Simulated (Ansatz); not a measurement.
# Deforming Ni

```
Ni
1.0
    -1.40092    1.40092    1.40092
     1.40092   -1.40092    1.40092
     1.40092    1.40092   -1.40092
Ni
1
Cartesian
  0.0000 0.0000 0.0000
```

The structure comes from a relaxation in the same program, started in the bcc type, and has space group Im-3m. Whether it is a known phase or the ground state wasn't checked.

The magnetic state is the one reached from the start moments; no search over orders was made, so it needn't be the ground state.

Theory: Ansatz 0.2.0, DFT, PBE, all-electron LAPW, scalar-relativistic.

Settings: a Γ-centred 18×18×18 k mesh, Fermi–Dirac smearing of 0.08 eV, basis error target 0.5 meV/atom, spin-polarised from start moments Ni 1.5 μB.

The unchanged cell is at 0.01 GPa, so energy changes include a term −P ΔV where the volume moves.

In a metal, stresses and small energies carry noise from the k mesh.

x, y and z are the Cartesian axes of the cell as listed; fractional coordinates follow a strain, and an engineering shear is twice the off-diagonal strain component.

(1) With this change (z strained by +2 % at fixed volume), what becomes of the energy and stress and moment?

(2) With this change (equal xy, yz and zx engineering shear strains of -4 %), what becomes of the energy and stress and moment?

Results:

(1) Energy change -2 meV/atom; stress change (xx, yy, zz, yz, xz, xy) -0.81, -0.81, 1.63, 0.00, 0.00, 0.00 GPa, compression positive; moment 0.56 → 0.57 μB.

(2) Energy change +27 meV/atom; stress change (xx, yy, zz, yz, xz, xy) 1.17, 1.17, 1.17, 6.75, 6.75, 6.75 GPa, compression positive; moment 0.56 → 0.56 μB.
